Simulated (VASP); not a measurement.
# BP (F-43m) in VASP: a series of runs, part 2 of 2

VASP 6.6.1. Earlier steps stand in the parts before.

**3. Relaxation of cell and atoms, PBEsol**

This run uses another cell than the first one, of 11.55 Å³/atom, 0.989 times its volume.

Contents of INCAR:

```
PREC     = Accurate       # precision mode
ENCUT    = 600            # plane-wave cutoff, eV
EDIFF    = 1E-7           # SCF threshold, eV
ISMEAR   = 0              # smearing method
SIGMA    = 0.03           # smearing width, eV
LREAL    = F              # projectors in reciprocal space
LASPH    = T              # aspherical terms in the spheres
NELM     = 80             # most SCF steps
ALGO     = Normal         # electronic algorithm
ISIF     = 3              # what is computed and relaxed
LWAVE    = F              # write WAVECAR
LCHARG   = F              # write CHGCAR
GGA      = PS             # functional
IBRION   = 2              # ionic algorithm
NSW      = 90             # ionic steps
EDIFFG   = -0.005         # ionic threshold
```

Contents of KPOINTS:

```
Automatic mesh
0
Gamma
  10 10 10
```

Contents of POSCAR:

```
BP                                      
1.0
   -0.0000000000      2.2605516541      2.2605516541
    2.2605516541      0.0000000000      2.2605516541
    2.2605516541      2.2605516541     -0.0000000000
  B               P             
     1     1
Direct
     0.0000000000000000    0.0000000000000000    0.0000000000000000
     0.2500000000000000    0.2500000000000000    0.2500000000000000
```

Potentials or basis: VASP PAW PBE potentials, release 64 (B, P).

The run is started by

```bash
$ cat potpaw_PBE.64/B/POTCAR potpaw_PBE.64/P/POTCAR > POTCAR
$ mpirun -np 1 vasp_std > vasp.out
```

OUTCAR:

```text
PREC = Accurate
   ENCUT = 600
   EDIFF = 1E-7
   ISMEAR = 0
   LREAL = F
   LASPH = T
   NELM = 80
   ISIF = 3
   GGA = PS
   IBRION = 2
   NSW = 90
   EDIFFG = -0.005

 ion  position               nearest neighbor table
   1  0.000  0.000  0.000-   2 1.96   2 1.96   2 1.96   2 1.96
   2  0.250  0.250  0.250-   1 1.96   1 1.96   1 1.96   1 1.96

  LATTYP: Found a face centered cubic cell.
 ALAT       =     4.5211033082

  Lattice vectors:

 A1 = (   0.0000000000,   2.2605516541,   2.2605516541)
[... 445 lines left out ...]
      4       3.9589      2.00000
      5       9.2412      0.00000
      6      11.0314      0.00000
      7      17.0650      0.00000
      8      17.0687      0.00000

 [... further k-points ...]
[... 5 lines left out ...]
  --------------------------------------------------------------------------------------
  -------------------------------------------------------------------------------------
  Total        0.0001758      0.0001758      0.0001758     -0.0000000      0.0000000      0.0000000
  in kB        0.0121920      0.0121920      0.0121920     -0.0000000      0.0000000      0.0000000
  external PRESSURE =       0.0121920 kB  Pullay stress =       0.0000000 kB

 VOLUME and BASIS-vectors are now :
 -----------------------------------------------------------------------------
  energy-cutoff  :      600.00
  volume of cell :       23.10
      direct lattice vectors                 reciprocal lattice vectors
     0.000000000  2.260551654  2.260551654    -0.221184948  0.221184948  0.221184948
     2.260551654  0.000000000  2.260551654     0.221184948 -0.221184948  0.221184948
     2.260551654  2.260551654  0.000000000     0.221184948  0.221184948 -0.221184948

 POSITION                                       TOTAL-FORCE (eV/Angst)
 -----------------------------------------------------------------------------------
      0.00000      0.00000      0.00000        -0.000000      0.000000      0.000000
      1.13028      1.13028      1.13028         0.000000     -0.000000     -0.000000
 -----------------------------------------------------------------------------------
    total drift:                               -0.000000     -0.000000      0.000000

  FREE ENERGIE OF THE ION-ELECTRON SYSTEM (eV)
  ---------------------------------------------------
  free  energy   TOTEN  =       -13.6752650567 eV

  energy  without entropy=      -13.6752650567  energy(sigma->0) =      -13.67526506

 reached required accuracy - stopping structural energy minimisation
```

Wall time 12 s (1 thread of Intel Xeon Platinum 8488C (Sapphire Rapids), shared host); peak memory 0.15 GiB.

Results:

* Free energy: -13.6753 eV
* Pressure after relaxing: 0.0 GPa
* Band gap on the k mesh: 1.12 eV, indirect (least direct gap 3.37 eV)

Final structure:
```
B P
1.0
     0.00000    2.26055    2.26055
     2.26055    0.00000    2.26055
     2.26055    2.26055    0.00000
B P
1 1
Direct
  0.00000 0.00000 0.00000
  0.25000 0.25000 0.25000
```

Caveat: the relaxation stopped at its first step, so nothing moved; the PAW data sets were made with another functional, which shifts forces and pressure a little. A k mesh can miss the band edges.

**4. Relaxation of the atoms, PBEsol (a relaxed cell with its volume scaled by 0.94)**

INCAR, as its differences from that of step 3:

```diff
@@ -9,3 +9,3 @@
 ALGO     = Normal         # electronic algorithm
-ISIF     = 3              # what is computed and relaxed
+ISIF     = 2              # what is computed and relaxed
 LWAVE    = F              # write WAVECAR
@@ -14,3 +14,3 @@
 IBRION   = 2              # ionic algorithm
-NSW      = 90             # ionic steps
-EDIFFG   = -0.005         # ionic threshold
+NSW      = 40             # ionic steps
+EDIFFG   = -0.01          # ionic threshold
```

KPOINTS is that of step 3.

Contents of POSCAR:

```
BP                                      
1.0
    0.0000000000      2.2144049984      2.2144049984
    2.2144049984      0.0000000000      2.2144049984
    2.2144049984      2.2144049984      0.0000000000
  B               P             
     1     1
Direct
     0.0000000000000000    0.0000000000000000    0.0000000000000000
     0.2500000000000000    0.2500000000000000    0.2500000000000000
```

The run is started by

```bash
$ cat potpaw_PBE.64/B/POTCAR potpaw_PBE.64/P/POTCAR > POTCAR
$ mpirun -np 1 vasp_std > vasp.out
```

Run time: 12 s. Hardware: 1 thread of Intel Xeon Platinum 8488C (Sapphire Rapids), shared host; peak memory 0.15 GiB.

Results (log left out):

* Free energy: -13.6263 eV
* Pressure after relaxing: 11.8 GPa
* Band gap on the k mesh: 1.03 eV, indirect (least direct gap 3.48 eV)

Final structure:
```
CELL_PARAMETERS angstrom
0.00000 2.21441 2.21441
2.21441 0.00000 2.21441
2.21441 2.21441 0.00000
ATOMIC_POSITIONS crystal
B 0.00000 0.00000 0.00000
P 0.25000 0.25000 0.25000
```

Levels at points of the mesh, in eV from the valence-band top:
```csv
k point,band 1,band 2,band 3,band 4,band 5,band 6,band 7,band 8
"(0.00, 0.00, 0.00)",-16.16,0.00,0.00,0.00,3.48,3.48,3.48,8.47
"(0.50, 0.00, 0.00)",-12.53,-9.63,-1.85,-1.85,4.18,4.70,4.70,10.18
"(0.50, 0.50, 0.00)",-10.90,-8.98,-4.41,-4.41,1.08,1.45,12.79,12.79
```

Caveat: the relaxation stopped at its first step, so nothing moved; the PAW data sets were made with another functional, which shifts forces and pressure a little. A k mesh can miss the band edges.
